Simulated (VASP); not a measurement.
# CaO (Fm-3m) in VASP: elastic constants with r2SCAN

Aim: the elastic constants of CaO with r2SCAN.

Program: VASP 6.6.1. These are calculated values, not measurements. Logs are shortened: lines on timing, memory, paths and dates and some standing lists are left out, and cuts for length are marked.

## (1) Starting point

It takes space group Fm-3m (No. 225, cubic). Conventional cell: a = 4.813 Å, b = 4.813 Å, c = 4.813 Å, α = 90.00°, β = 90.00°, γ = 90.00°. Ca (site symmetry m-3m) has 6 O at 2.41 Å as nearest neighbours. O (site symmetry m-3m) is surrounded by 6 Ca at 2.41 Å.

## (2) Elastic constants, r2SCAN

Input file POSCAR:

```
CaO
1.0
    0.0000000000      2.4065000000      2.4065000000
    2.4065000000      0.0000000000      2.4065000000
    2.4065000000      2.4065000000      0.0000000000
Ca O
1 1
Direct
    0.0000000000      0.0000000000      0.0000000000
    0.5000000000      0.5000000000      0.5000000000
```

Input file INCAR.step1:

```
ALGO     = Normal         # electronic algorithm
EDIFF    = 1E-8           # SCF threshold, eV
EDIFFG   = -0.002         # ionic threshold
ENCUT    = 600            # plane-wave cutoff, eV
IBRION   = 2              # ionic algorithm
ISIF     = 3              # what is computed and relaxed
ISMEAR   = 0              # smearing method
LASPH    = True           # aspherical terms in the spheres
LCHARG   = False          # write CHGCAR
LMIXTAU  = True         
LREAL    = False          # projectors in reciprocal space
LWAVE    = False          # write WAVECAR
METAGGA  = R2SCAN         # meta-GGA
NELM     = 100            # most SCF steps
NSW      = 40             # ionic steps
PREC     = Accurate       # precision mode
SIGMA    = 0.02           # smearing width, eV
```

Input file INCAR.step2:

```
ALGO     = Normal         # electronic algorithm
EDIFF    = 1E-8           # SCF threshold, eV
ENCUT    = 600            # plane-wave cutoff, eV
IBRION   = 6              # ionic algorithm
ISIF     = 3              # what is computed and relaxed
ISMEAR   = 0              # smearing method
LASPH    = True           # aspherical terms in the spheres
LCHARG   = False          # write CHGCAR
LMIXTAU  = True         
LREAL    = False          # projectors in reciprocal space
LWAVE    = False          # write WAVECAR
METAGGA  = R2SCAN         # meta-GGA
NELM     = 100            # most SCF steps
NFREE    = 2            
NSW      = 1              # ionic steps
POTIM    = 0.015          # step
PREC     = Accurate       # precision mode
SIGMA    = 0.02           # smearing width, eV
```

Input file KPOINTS:

```
k-points
0
Gamma
  8 8 8
```

Potentials or basis: VASP PAW PBE potentials, release 64 (Ca_sv, O).

Launch:

```
> cat potpaw_PBE.64/Ca_sv/POTCAR potpaw_PBE.64/O/POTCAR > POTCAR
> cp INCAR.step1 INCAR
> mpirun -np 1 vasp_std > vasp.out
> cp CONTCAR POSCAR
> cp INCAR.step2 INCAR
> mpirun -np 1 vasp_std > vasp.out
```

OUTCAR:

```text
EDIFF = 1E-8
   ENCUT = 600
   IBRION = 6
   ISIF = 3
   ISMEAR = 0
   LASPH = True
   LREAL = False
   METAGGA = R2SCAN
   NELM = 100
   NFREE = 2
   NSW = 1
   POTIM = 0.015
   PREC = Accurate

 ion  position               nearest neighbor table
   1  0.000  0.000  0.000-   2 2.40   2 2.40   2 2.40   2 2.40   2 2.40   2 2.40
   2  0.500  0.500  0.500-   1 2.40   1 2.40   1 2.40   1 2.40   1 2.40   1 2.40

  LATTYP: Found a face centered cubic cell.
 ALAT       =     4.8074551976

  Lattice vectors:

 A1 = (   0.0000000000,   2.4037275988,   2.4037275988)
 A2 = (   2.4037275988,   0.0000000000,   2.4037275988)
 A3 = (   2.4037275988,   2.4037275988,   0.0000000000)

Analysis of symmetry for initial positions (statically):
=====================================================================
 Subroutine PRICEL returns:
 Original cell was already a primitive cell.

 Routine SETGRP: Setting up the symmetry group for a
 face centered cubic supercell.

 Subroutine GETGRP returns: Found 48 space group operations
 (whereof 48 operations were pure point group operations)
 out of a pool of 48 trial point group operations.

The static configuration has the point symmetry O_h .

Analysis of symmetry for dynamics (positions and initial velocities):
=====================================================================
 Subroutine PRICEL returns:
 Original cell was already a primitive cell.

 Routine SETGRP: Setting up the symmetry group for a
 face centered cubic supercell.

 Subroutine GETGRP returns: Found 48 space group operations
 (whereof 48 operations were pure point group operations)
 out of a pool of 48 trial point group operations.

The dynamic configuration has the point symmetry O_h .

 Subroutine INISYM returns: Found 48 space group operations
 (whereof 48 operations are pure point group operations),
 and found     1 'primitive' translations

----------------------------------------------------------------------------------------

                                     Primitive cell

  volume of cell :      27.7770

  direct lattice vectors                    reciprocal lattice vectors
     0.000000000  2.403727599  2.403727599    -0.208010259  0.208010259  0.208010259
     2.403727599  0.000000000  2.403727599     0.208010259 -0.208010259  0.208010259
     2.403727599  2.403727599  0.000000000     0.208010259  0.208010259 -0.208010259

  length of vectors
     3.399384171  3.399384171  3.399384171     0.360284337  0.360284337  0.360284337

  position of ions in fractional coordinates (direct lattice)
     0.000000000  0.000000000  0.000000000
     0.500000000  0.500000000  0.500000000

  ion indices of the primitive-cell ions
   primitive index   ion index
                 1           1
                 2           2

----------------------------------------------------------------------------------------

 KPOINTS: k-points

Automatic generation of k-mesh.
 Grid dimensions read from file:
 generate k-points for:    8    8    8

 Generating k-lattice:

  Cartesian coordinates                     Fractional coordinates (reciprocal lattice)
    -0.026001282  0.026001282  0.026001282     0.125000000  0.000000000  0.000000000
     0.026001282 -0.026001282  0.026001282     0.000000000  0.125000000  0.000000000
     0.026001282  0.026001282 -0.026001282     0.000000000  0.000000000  0.125000000

  Length of vectors
     0.045035542  0.045035542  0.045035542

  Shift w.r.t. Gamma in fractional coordinates (k-lattice)
     0.000000000  0.000000000  0.000000000

[... 90 lines left out ...]

 number of electron      15.9999997 magnetization

 Free energy of the ion-electron system (eV)
  ---------------------------------------------------
  ext. energy  EPLUGINS =         0.00000000
  ---------------------------------------------------
  free energy    TOTEN  =       -19.45770096 eV

  energy without entropy =      -19.45770096  energy(sigma->0) =      -19.45770096

------------------------ aborting loop because EDIFF is reached ----------------------------------------

  FORCE on cell =-STRESS in cart. coord.  units (eV):
  Direction    XX          YY          ZZ          XY          YZ          ZX
  --------------------------------------------------------------------------------------
  -------------------------------------------------------------------------------------
  Total        0.0016540      0.0016540      0.0016540     -0.0000000      0.0000000     -0.0000000
  in kB        0.0954028      0.0954028      0.0954028     -0.0000000      0.0000000     -0.0000000
  external PRESSURE =       0.0954028 kB  Pullay stress =       0.0000000 kB
[... 89 lines left out ...]
  FREE ENERGIE OF THE ION-ELECTRON SYSTEM (eV)
  ---------------------------------------------------
  free  energy   TOTEN  =       -19.4528366838 eV

  energy  without entropy=      -19.4528366838  energy(sigma->0) =      -19.45283668

[... ionic steps 4 to 14 ...]

--------------------------------------- Ionic step       15  -------------------------------------------

 number of electron      15.9999997 magnetization

------------------------ aborting loop because EDIFF is reached ----------------------------------------
[... 67 lines left out ...]
--------------------------------------- Ionic step       17  -------------------------------------------

 number of electron      15.9999999 magnetization

 Free energy of the ion-electron system (eV)
  ---------------------------------------------------
  ext. energy  EPLUGINS =         0.00000000
  ---------------------------------------------------
  free energy    TOTEN  =       -19.45730803 eV

  energy without entropy =      -19.45730803  energy(sigma->0) =      -19.45730803

 E-fermi :   2.1047     XC(G=0): -11.0703

 val. band max:        2.0093896437   @ k =   0.0000   0.0000   0.0000
 cond. band min:       6.1998358536   @ k =   0.0000   0.5000   0.5000
 fundamental gap:      4.1904462099
 Fermi energy:         2.1046871822

 k-point     1 :       0.0000    0.0000    0.0000
  band No.  band energies     occupation
      1     -37.0480      2.00000
      2     -16.9409      2.00000
      3     -16.9406      2.00000
      4     -16.9406      2.00000
      5     -14.4627      2.00000
      6       2.0094      2.00000
      7       2.0094      2.00000
      8       2.0094      2.00000
      9       7.4324      0.00000
     10       8.8626      0.00000
     11       8.8635      0.00000
     12       8.8636      0.00000
[... 331 lines left out ...]
 k-point    24 :      -0.3750    0.2500    0.1250
  band No.  band energies     occupation
      1     -36.9314      2.00000
      2     -17.8956      2.00000
      3     -17.1750      2.00000
      4     -17.0640      2.00000
      5     -13.4891      2.00000
      6      -0.0136      2.00000
      7       0.8924      2.00000
      8       0.9594      2.00000
      9       9.3862      0.00000
     10       9.4775      0.00000
     11      11.4584      0.00000
     12      11.6771      0.00000

 [... further k-points ...]

------------------------ aborting loop because EDIFF is reached ----------------------------------------

  FORCE on cell =-STRESS in cart. coord.  units (eV):
  Direction    XX          YY          ZZ          XY          YZ          ZX
  --------------------------------------------------------------------------------------
  -------------------------------------------------------------------------------------
  Total        0.0077113      0.0011181      0.0011181      0.0000000      0.0000000      0.0000000
  in kB        0.4447896      0.0644907      0.0644907      0.0000000      0.0000000      0.0000000
  external PRESSURE =       0.1912570 kB  Pullay stress =       0.0000000 kB
[... 17 lines left out ...]
  FREE ENERGIE OF THE ION-ELECTRON SYSTEM (eV)
  ---------------------------------------------------
  free  energy   TOTEN  =       -19.4573080329 eV

  energy  without entropy=      -19.4573080329  energy(sigma->0) =      -19.45730803

 INTERNAL STRAIN TENSORS FROM STRAINED CELLS
 ============================================

 INTERNAL STRAIN TENSOR FOR ION    1 for displacements in x,y,z  (eV/Angst):
          X           Y           Z          XY          YZ          ZX
  --------------------------------------------------------------------------------
  x     0.00000    -0.00000     0.00000     0.00000     0.00000    -0.00000
  y    -0.00000     0.00000    -0.00000     0.00000     0.00000    -0.00000
  z    -0.00000     0.00000     0.00000    -0.00000    -0.00000     0.00000

 INTERNAL STRAIN TENSORS FROM DISPLACED ATOMS
 ============================================

 INTERNAL STRAIN TENSOR FOR ION    1 for displacements in x,y,z  (eV/Angst):
          X           Y           Z          XY          YZ          ZX
  --------------------------------------------------------------------------------
  x     0.00000     0.00000     0.00000     0.00000     0.00000     0.00000
  y     0.00000     0.00000     0.00000     0.00000     0.00000     0.00000
  z     0.00000     0.00000     0.00000     0.00000     0.00000     0.00000

 INTERNAL STRAIN TENSOR FOR ION    2 for displacements in x,y,z  (eV/Angst):
          X           Y           Z          XY          YZ          ZX
  --------------------------------------------------------------------------------
  x     0.00000     0.00000     0.00000     0.00000     0.00000     0.00000
  y     0.00000     0.00000     0.00000     0.00000     0.00000     0.00000
  z     0.00000     0.00000     0.00000     0.00000     0.00000     0.00000

 Eigenvectors and eigenvalues of the dynamical matrix
 ----------------------------------------------------

   1 f  =    8.767558 THz    55.088193 2PiTHz  292.454264 cm-1    36.259691 meV
             X         Y         Z           dx          dy          dz
      0.000000  0.000000  0.000000     0.000000    0.532761    0.000000
      2.403728  2.403728  2.403728     0.000000   -0.846266    0.000000
[... 21 lines left out ...]
   6 f/i=    0.014402 THz     0.090487 2PiTHz    0.480383 cm-1     0.059560 meV
             X         Y         Z           dx          dy          dz
      0.000000  0.000000  0.000000     0.000000    0.000000    0.846266
      2.403728  2.403728  2.403728     0.000000    0.000000    0.532761

--------------------------------------------------------------------------------------------------------

 ELASTIC MODULI CONTR FROM IONIC RELAXATION (kBar)
 Direction    XX          YY          ZZ          XY          YZ          ZX
 --------------------------------------------------------------------------------
 XX           0.0000      0.0000      0.0000      0.0000      0.0000      0.0000
 YY           0.0000      0.0000      0.0000      0.0000      0.0000      0.0000
 ZZ           0.0000      0.0000      0.0000      0.0000      0.0000      0.0000
 XY           0.0000      0.0000      0.0000      0.0000      0.0000      0.0000
 YZ           0.0000      0.0000      0.0000      0.0000      0.0000      0.0000
 ZX           0.0000      0.0000      0.0000      0.0000      0.0000      0.0000
 --------------------------------------------------------------------------------

 TOTAL ELASTIC MODULI (kBar)
 Direction    XX          YY          ZZ          XY          YZ          ZX
 --------------------------------------------------------------------------------
 XX        2343.9679    578.4533    578.4533      0.0000      0.0000     -0.0000
 YY         578.4533   2343.9679    578.4533     -0.0000      0.0000     -0.0000
 ZZ         578.4533    578.4533   2343.9679     -0.0000      0.0000      0.0000
 XY           0.0000     -0.0000     -0.0000    782.2233      0.0000      0.0000
 YZ           0.0000      0.0000      0.0000      0.0000    782.2233      0.0000
 ZX          -0.0000     -0.0000      0.0000      0.0000      0.0000    782.2233
 --------------------------------------------------------------------------------
```

Run time: 20 min. Hardware: 1 thread of Intel Xeon 6975P-C (Granite Rapids), shared host; peak memory 0.26 GiB.

What came out:

```
Relaxed volume                                          : 13.89 Å³/atom
Relaxed cell                                            : a = 3.399 Å, b = 3.399 Å, c = 3.399 Å, α = 60.00°, β = 60.00°, γ = 60.00°
Space group after relaxing (to 0.05 Å)                  : Fm-3m (No. 225)
Elastic constants C11, C12, C44                         : 234, 58, 78 GPa
Voigt bulk modulus                                      : 117 GPa
Highest phonon frequency at Γ, LO-TO splitting left out : 292 cm⁻¹
```

The path:
```csv
step,energy change (eV),largest force (eV/Å),pressure (GPa),volume (Å³)
1,0.0000,0.0000,-0.39,27.87
2,-0.0001,0.0000,0.18,27.74
3,-0.0001,0.0000,0.01,27.78
```

Final structure:
```
CELL_PARAMETERS angstrom
0.00000 2.40373 2.40373
2.40373 0.00000 2.40373
2.40373 2.40373 0.00000
ATOMIC_POSITIONS crystal
Ca 0.00000 0.00000 0.00000
O 0.50000 0.50000 0.50000
```

Phonon frequencies in cm⁻¹ (negative: imaginary):
| q point | frequencies |
| --- | --- |
| (0.000, 0.000, 0.000) | 0 0 0 292 292 292 |

Elastic tensor in Voigt notation (GPa, in the Cartesian axes of the cell as first typed):
```
234  58  58   0   0   0
 58 234  58   0   0   0
 58  58 234   0   0   0
  0   0   0  78   0   0
  0   0   0   0  78   0
  0   0   0   0   0  78
```

Clamped-ion elastic tensor (GPa):
```
234  58  58   0   0   0
 58 234  58   0   0   0
 58  58 234   0   0   0
  0   0   0  78   0   0
  0   0   0   0  78   0
  0   0   0   0   0  78
```

Caveat: the PAW data sets were made with another functional, which shifts forces and pressure a little.
